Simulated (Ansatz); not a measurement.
# BAs: how the settings move a single-point run

Question: which choices in the input matter for BAs? The cell is built on a prototype (rocksalt) and needn't be the phase found in nature.

Computed with Ansatz 0.2.0 (reference: DFT, PBE, plane waves, PAW, unless a step's input says otherwise).

6 further runs of the same task are left out: 6 that didn't finish.

### 1 The system as given

Symmetry: Fm-3m, No. 225, cubic system. Conventional cell: a = 4.611 Å, b = 4.611 Å, c = 4.611 Å, α = 90.00°, β = 90.00°, γ = 90.00°. B (site symmetry m-3m) is surrounded by 6 As at 2.31 Å. Around As (site symmetry m-3m) lie 6 B at 2.31 Å.

Structure file:

```
B As
1.0
     0.00000    2.30529    2.30529
     2.30529    0.00000    2.30529
     2.30529    2.30529    0.00000
B As
1 1
Cartesian
  0.0000 0.0000 0.0000
  2.3053 2.3053 2.3053
```

### 2 Reference

input.yaml

```yaml
crystal:
  lattice:
    - [0.0, 2.3052873177, 2.3052873177]
    - [2.3052873177, 0.0, 2.3052873177]
    - [2.3052873177, 2.3052873177, 0.0]
  atoms:
    - { symbol: B, position: [0.0, 0.0, 0.0] }
    - { symbol: As, position: [0.5, 0.5, 0.5] }
kpoints:
  mp_grid: { grid: [6, 6, 6] }
hamiltonian:
  xc: pbe
scf:
  occupations: { method: fermi_dirac, width: 0.02 }
  n_extra_bands: 4
output:
  forces: true
  stress: true
  eigenvalues: true
  write_density: true
  write_potential: true
  elf: true
  volumetric_format: npy
```

Run with:

```
$ ansatz run input.yaml --threads 4 --pin off --max-ram 3686MiB --backend cpu --events-out ev --progress --plain --runs-dir out
```

### 3 Variant: xc_grid 3

input.yaml: that of step 2 with these lines changed.

```diff
@@ -19,5 +19,3 @@
   eigenvalues: true
-  write_density: true
-  write_potential: true
-  elf: true
-  volumetric_format: npy
+basis:
+  xc_grid: 3
```

### 4 Variant: ecutwfc 500

input.yaml: that of step 2 with these lines changed.

```diff
@@ -19,5 +19,3 @@
   eigenvalues: true
-  write_density: true
-  write_potential: true
-  elf: true
-  volumetric_format: npy
+basis:
+  ecutwfc: 500
```

### 5 Changing settings: ecutwfc 200

input.yaml: that of step 2 with these lines changed.

```diff
@@ -19,5 +19,3 @@
   eigenvalues: true
-  write_density: true
-  write_potential: true
-  elf: true
-  volumetric_format: npy
+basis:
+  ecutwfc: 200
```

### 6 Variant: xc pbesol

input.yaml: that of step 2 with these lines changed.

```diff
@@ -11,3 +11,3 @@
 hamiltonian:
-  xc: pbe
+  xc: pbesol
 scf:
@@ -19,5 +19 @@
   eigenvalues: true
-  write_density: true
-  write_potential: true
-  elf: true
-  volumetric_format: npy
```

Before running it: what results should come out? Wanted: for each run, ending; energy change; pressure; gap; force.

As calculated:

| run | ending | energy change | pressure (GPa) | gap (eV) | force (eV/Å) | cycles | time |
| --- | --- | --- | --- | --- | --- | --- | --- |
| reference | converged | 0 | 0.4 | 0.00 | 0.00 | 6 | 0.36 s |
| 1: xc_grid 3 | converged | 0.0 meV/atom | 0.4 | 0.00 | 0.00 | 6 | 0.32 s |
| 2: ecutwfc 500 | converged | -0.9 meV/atom | 0.4 | 0.00 | 0.00 | 6 | 0.31 s |
| 3: ecutwfc 200 | converged | +2.55 eV/atom | 0.2 | 0.00 | 0.00 | 7 | 0.26 s |
| 4: xc pbesol | converged | not comparable | -3.8 | 0.00 | 0.00 | 6 | 0.36 s |

Times don't compare one to one where runs were asked for different outputs or read a saved state (see the inputs); cycles may leave out searches for a lower state.

Residual by cycle in the longest SCF loop of each run; runs are numbered as in the table. The quantity is the density residual dr2, in eV.

| cycle | reference | run 1 | run 2 | run 3 | run 4 |
| --- | --- | --- | --- | --- | --- |
| 1 | 2.7e-4 | 2.7e-4 | 2.7e-4 | 0.0399 | 0.0118 |
| 2 | 1.0e-4 | 1.0e-4 | 1.0e-4 | 0.0506 | 0.00524 |
| 3 | 9.2e-6 | 9.2e-6 | 1.5e-5 | 9.5e-4 | 2.2e-5 |
| 4 | 1.4e-6 | 1.4e-6 | 2.4e-6 | 2.0e-4 | 3.0e-6 |
| 5 | 1.5e-7 | 1.5e-7 | 2.4e-7 | 6.4e-6 | 3.9e-7 |
| 6 | 6.8e-10 | 6.7e-10 | 1.2e-10 | 3.7e-9 | 2.1e-8 |
| 7 | - | - | - | 7.5e-11 | - |

What this shows: Of the converged runs whose energies compare with the reference's, «ecutwfc 200» moves the energy most (+2.55 eV/atom) and «xc_grid 3» least (0.0 meV/atom). Run 3 ran under the cutoff that the potentials recommend, as the log warns, so basis error is mixed into its values, and swamps them where the cutoff is far short.
